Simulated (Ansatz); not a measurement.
# ZrN: distorted cells

All numbers below come from DFT PBEsol, scalar-relativistic, plane waves, PAW (Ansatz).

Settings: cutoff 420 eV, Γ-centred mesh 16×16×16 on the computed 2-atom cell, Gaussian smearing of 0.10 eV; no spin polarisation.

Reference cell:

```
CELL_PARAMETERS angstrom
0.00000 2.28423 2.28423
2.28423 0.00000 2.28423
2.28423 2.28423 0.00000
ATOMIC_POSITIONS crystal
Zr 0.00000 0.00000 0.00000
N 0.50000 0.50000 0.50000
```

Each variant moves atoms of this cell by the vectors given, if any (Å), and then applies a symmetric strain (tensor components, Cartesian axes). The reference cell isn't relaxed at this level. Energies are per atom at zero smearing, counted from the lowest variant. Pressure is positive in compression.

1. strain (xx yy zz yz xz xy, %) 3.64 3.64 3.64 0.00 0.00 0.00
2. strain (xx yy zz yz xz xy, %) 0.29 0.29 0.29 0.00 0.00 0.00
3. strain (xx yy zz yz xz xy, %) 1.37 1.37 1.37 0.00 0.00 0.00

```tsv
variant	ΔE (meV/atom)	P (GPa)	space group
1	122.5	-24.61	Fm-3m
2	0.0	-5.02	Fm-3m
3	21.6	-12.42	Fm-3m
```